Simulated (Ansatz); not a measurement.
## Trial inputs on VN

All trials start from this Ansatz input:

```yaml
crystal:
  lattice:
    - [0.0, 2.062465, 2.062465]
    - [2.062465, 0.0, 2.062465]
    - [2.062465, 2.062465, 0.0]
  atoms:
    - { symbol: V, position: [0.0, 0.0, 0.0], spin: 2.0 }
    - { symbol: "N", position: [0.5, 0.5, 0.5] }
basis:
  ecutwfc: 420
kpoints:
  mp_grid: { grid: [6, 6, 6] }
hamiltonian:
  xc: pbe
scf:
  occupations: { method: gaussian, width: 0.1 }
  lower_state_search: "off"
output:
  forces: true
  stress: true
  eigenvalues: true
  populations: true
magnetization:
  spin_polarized: true
```

Command:

```bash
ansatz run input.yaml --threads 1 --pin off --max-ram 1331MiB --backend cpu --events-out ev --progress --plain --runs-dir out
```

The run converges in 26 SCF iterations on 16 irreducible k-points: pressure -0.80 GPa, no gap, cell moment 0.33 μB.

The inputs are trials, many of them unsound on purpose. Their numbers show the effect of the settings and aren't properties of the material. Each trial's input is given as a difference from the reference's; energies are extrapolated to zero smearing where there is one, and pressure is positive in compression. Charged cells sit in a uniform background, and their pressures hang on that convention.

Trial 1:

```diff
 crystal:
   atoms:
-    - { symbol: V, position: [0.0, 0.0, 0.0], spin: 2.0 }
+    - { symbol: V, position: [0.0, 0.0, 0.0], spin: 0.3 }
 basis:
-  ecutwfc: 420
+  ecutwfc: "25 Ry"
 scf:
+  algorithm: density_mixing
+  max_iter: 93
```

How does this run end?

The run converges in 12 SCF iterations on 16 irreducible k-points: energy 56.4 meV per atom above the reference, pressure -0.41 GPa, no gap, cell moment 0.33 μB. It warns that the cutoff lies under the recommended one, 420 eV for these potentials.

Trial 2:

```diff
 crystal:
   atoms:
-    - { symbol: V, position: [0.0, 0.0, 0.0], spin: 2.0 }
+    - { symbol: V, position: [0.0, 0.0, 0.0], spin: 0.3 }
 kpoints:
-  mp_grid: { grid: [6, 6, 6] }
+  mp_grid: { grid: [2, 2, 2] }
 hamiltonian:
+  hubbard: { sites: [{ species: V, l: d, u: 5.1, j: 0.85 }] }
```

What happens?

The run converges in 14 SCF iterations on 3 irreducible k-points: pressure 1.20 GPa, gap on the sampled k-points 0.91 eV (the reference is a metal, so it comes from the sampling or the changed settings), cell moment 0.00 μB. It warns that the count of filled bands differs between k-points; that the starting moments were lost. Under a U the state reached may not be the lowest.

Trial 3 (volume scaled):

```diff
 crystal:
   lattice:
-    - [0.0, 2.062465, 2.062465]
-    - [2.062465, 0.0, 2.062465]
-    - [2.062465, 2.062465, 0.0]
+    - [0.0, 2.1670682223, 2.1670682223]
+    - [2.1670682223, 0.0, 2.1670682223]
+    - [2.1670682223, 2.1670682223, 0.0]
   atoms:
-    - { symbol: V, position: [0.0, 0.0, 0.0], spin: 2.0 }
+    - { symbol: V, position: [0.0, 0.0, 0.0], spin: 0.3 }
```

How does this run end?

The run converges in 21 SCF iterations on 16 irreducible k-points: energy 166 meV per atom above the reference, pressure -32.60 GPa, no gap, cell moment 0.74 μB.

Trial 4:

```diff
 crystal:
   atoms:
-    - { symbol: V, position: [0.0, 0.0, 0.0], spin: 2.0 }
+    - { symbol: V, position: [0.0, 0.0, 0.0], spin: 0.3 }
+total_charge: 0.5
 kpoints:
-  mp_grid: { grid: [6, 6, 6] }
+  mp_grid: { grid: [1, 7, 2] }
```

What does the program give?

The run converges in 16 SCF iterations on 8 irreducible k-points: pressure 34.52 GPa (with the neutralising background of the charged cell), no gap, cell moment 0.06 μB. It warns that the mesh lowers the symmetry.

Trial 5:

```diff
 crystal:
   atoms:
-    - { symbol: V, position: [0.0, 0.0, 0.0], spin: 2.0 }
+    - { symbol: V, position: [0.0, 0.0, 0.0], spin: 0.3 }
+total_charge: -2
 basis:
-  ecutwfc: 420
+  ecutwfc: 380
 kpoints:
-  mp_grid: { grid: [6, 6, 6] }
+  mp_grid: { kspacing: 0.87 }
 hamiltonian:
-  xc: pbe
+  xc: blyp
+  hubbard: { sites: [{ species: V, l: d, u: 5.4, j: 0.97 }] }
 scf:
-  occupations: { method: gaussian, width: 0.1 }
+  occupations: { method: fermi_dirac, width: 0.012 }
+  max_iter: 60
```

How does this run end?

The run converges in 15 SCF iterations on 8 irreducible k-points: pressure -61.20 GPa (with the neutralising background of the charged cell), no gap, cell moment 2.06 μB. It warns that the cutoff lies under the recommended one, 420 eV for these potentials; that the count of filled bands differs between k-points.